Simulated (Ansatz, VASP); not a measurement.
**One calculation of Ge, two programs**

```
Ge
1.0
     1.48805   -2.59469    0.00000
     1.48805    2.59469    0.00000
     0.00000    0.00000    4.72760
Ge
2
Direct
  0.33345 0.66655 0.25000
  0.66655 0.33345 0.75000
```

This isn't the form of Ge at room conditions, which is diamond.

Alike in both runs: task single point; functional PBE; k mesh 10 × 10 × 6; occupations gaussian, width 0.05 eV; no spin polarisation.

```csv
,VASP,Ansatz
version,VASP 6.6.1,Ansatz 0.2.0
potentials or method,"VASP PAW PBE potentials, release 64 (Ge_d), cutoff 520 eV","all-electron LAPW, scalar-relativistic"
```

```csv
,VASP,Ansatz,Ansatz less VASP
gap on the k mesh at the Fermi level (eV),none,none,-
pressure (GPa),4.4,4.4,0.00
largest component of the traceless stress (GPa),1.40,1.40,-0.001
```

A gap of «none» marks a metal or a gap that the smearing closes. Ansatz ran all-electron here, so the differences hold the error of VASP's frozen core and of both bases.
